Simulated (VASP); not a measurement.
**CsPbCl3 under changes of volume**

One of the cells (35.586 Å³/atom); the others are scaled copies at fixed shape and fractional positions:

```
Pb Cs Cl
1.0
     5.62450    0.00000    0.00000
     0.00000    5.62450    0.00000
     0.00000    0.00000    5.62450
Pb Cs Cl
1 1 3
Direct
  0.50000 0.50000 0.50000
  0.00000 0.00000 0.00000
  0.50000 0.00000 0.50000
  0.00000 0.50000 0.50000
  0.50000 0.50000 0.00000
```

- Program: VASP 6.6.1
- Functional: PBEsol
- Potentials or basis: VASP PAW PBE potentials, release 64 (Pb_d, Cs_sv, Cl)
- Cutoff: 520 eV
- k mesh: 4 × 4 × 4
- Occupations: gaussian, width 0.02 eV
- Spin: no spin polarisation

| volume (Å³/atom) | energy over the lowest point (meV/atom) | pressure (GPa) | gap on the mesh (eV) |
| --- | --- | --- | --- |
| 34.163 | ? | ? | ? |
| 34.874 | 1.28 | 0.5 | 1.76 |
| 35.586 | 0.00 | 0.0 | 1.85 |
| 36.298 | 0.96 | -0.5 | 1.93 |
| 37.010 | 3.92 | -0.9 | 2.01 |

Question: What does the run at 34.163 Å³/atom give?

Answer: Energy over the lowest point 5.08 meV/atom; pressure 1.1 GPa; gap on the mesh 1.66 eV.

Worked out: A Birch-Murnaghan fit of order 2 (a polynomial in V^(-2/3)) to the other rows has its minimum at 35.63 Å³/atom with B0 = V·E''(V) = 25 GPa. It gives 5.01 meV/atom at 34.163 Å³/atom, against the run's 5.08, and -dE/dV = 1.1 GPa, against 1.1. A straight line through the other rows of the gap, of slope 4.19 eV per unit of ln V (its deformation potential), extrapolates to 1.68 eV, against the run's 1.66.

Energies are extrapolated to zero smearing.

Caveats: the PAW data sets were made with another functional, which shifts forces and pressure a little; spin-orbit coupling is left out, which as a rule narrows the gap of such compounds by several tenths of an eV.

A mesh can miss the band edges.
